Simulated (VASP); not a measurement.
Write the native input for VASP 6.6.1 that does the following.

```yaml
Task: single point
Functional: PBE
Potentials_or_basis: VASP PAW PBE potentials, release 64 (O)
Cutoff: 520 eV
k_mesh: 10 × 10 × 7
Occupations: fermi-dirac, width 0.05 eV
Spin: no spin polarisation
Further_INCAR_settings: ALGO = Normal; EDIFF = 1e-07; NBANDS = 13
```

The structure of O lies in POSCAR:

```
O
1.0
    2.8514028533     -1.6624159400      0.0000000000
    2.8514028533      1.6624159400      0.0000000000
   -2.3944914034      0.0000000000      3.6470501824
O
2
Direct
    0.9759870000      0.9781390000      0.8392170000
    0.0063250000      0.0450590000      0.1663370000
```

The cell isn't the ideal one: atoms moved at random, drawn with an rms of 0.05 Å.

The input as run:

INCAR

```
SYSTEM = O
PREC = Accurate
ENCUT = 520
EDIFF = 1E-7
ISMEAR = -1
SIGMA = 0.05
LREAL = .FALSE.
LASPH = .TRUE.
NELM = 80
ALGO = Normal
ISIF = 2
LWAVE = .FALSE.
LCHARG = .FALSE.
GGA = PE
NBANDS = 13
```

KPOINTS

```
Automatic mesh
0
G
  10 10 7
  0 0 0
```

Potentials or basis: VASP PAW PBE potentials, release 64 (O).

Launch:

```console
$ cat potpaw_PBE.64/O/POTCAR > POTCAR
$ mpirun -np 1 vasp_std > vasp.out
```

It gave:

```json
{
  "Pressure": "-8.8 GPa",
  "Largest force": "3.521 eV/Å",
  "Band gap on the k mesh": "none (metal or under the smearing width)"
}
```

Caveat: spin is off for a triplet molecule.

Wall time 71 s on 1 thread of AMD EPYC 9R45 (Zen 5), with other jobs on the host, peak memory 0.21 GiB.
